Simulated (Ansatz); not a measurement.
Ni$_{2}$Si: enthalpy against pressure

Ni$_{2}$Si, P6_3/mmc, a = 3.868 Å, c = 4.917 Å. The structure is a COD entry; whether it is the stable form wasn't checked. Ansatz: PBEsol, PAW, 420 eV, Γ-centred 12×12×8 mesh on 6 atoms, Gaussian smearing 0.10 eV; no spin polarisation. Cell and atoms are relaxed at each pressure, and no other structure is tried, so the rows at high pressure may lie past a change of phase. y is the enthalpy over the state at zero pressure; there V0 = 10.621 Å³/atom. The pressures are the targets, met within 0.05 GPa.

| P (GPa) | y (eV/atom) |
| --- | --- |
| -3.0 | -0.2002 |
| 0.0 | 0.0000 |
| 3.0 | 0.1975 |
| 8.0 | 0.5214 |
| 15.0 | ? |
| 30.0 | 1.8808 |
| 60.0 | 3.6060 |

Q: Fit y = c1 P + c2 P² + c3 P³ to the other rows, say what c1 and c2 mean, and predict the missing value.

A: Least squares on the rows shown. y = 0.066235 P − 0.00013393 P² + 5.2803×10⁻⁷ P³. Since dH/dP = V, c1 is V0: 0.066235 eV/GPa × 160.2 = 10.611 Å³ against 10.621; c2 = −V0/(2B0) gives B0 = 247 GPa, where a Birch–Murnaghan fit to the volumes of the same runs (not shown) gives 226 GPa: a cubic over this range folds the higher terms into c2. At P = 15.0 the fit asked for gives 0.9652 eV/atom. The run gave 0.9647 eV/atom, so the fit is 0.0005 eV/atom too high, a small miss on the scale of the series.